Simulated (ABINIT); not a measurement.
Crystal: SnSe.

```
Sn Se
1.0
    11.42000    0.00000    0.00000
     0.00000    4.19000    0.00000
     0.00000    0.00000    4.46000
Sn Se
4 4
Direct
  0.87700 0.75000 0.90900
  0.62300 0.25000 0.40900
  0.37700 0.75000 0.59100
  0.12300 0.25000 0.09100
  0.64300 0.75000 0.98400
  0.85700 0.25000 0.48400
  0.14300 0.75000 0.51600
  0.35700 0.25000 0.01600
```

Base run:

```yaml
Program: ABINIT 10.8.3 (patched build)
Functional: PBE
Potentials_or_basis: JTH PAW PBE v2.0
Cutoff: 599 eV
k_mesh: 3 × 5 × 5
Occupations: fermi-dirac, width 0.05 eV
Spin: no spin polarisation
```

Its results: pressure 2.4 GPa; largest force 0.314 eV/Å.

Question: The run is repeated on the same cell with these changes: functional from PBE to PBEsol. What comes out?

Answer: Pressure -0.6 GPa; largest force 0.241 eV/Å.

PBEsol binds more tightly than PBE, so the same cell stands under less pressure.

Caveats: the PAW data sets were made with another functional, which shifts forces and pressure a little (some runs).

Not every run made on this cell is shown here.
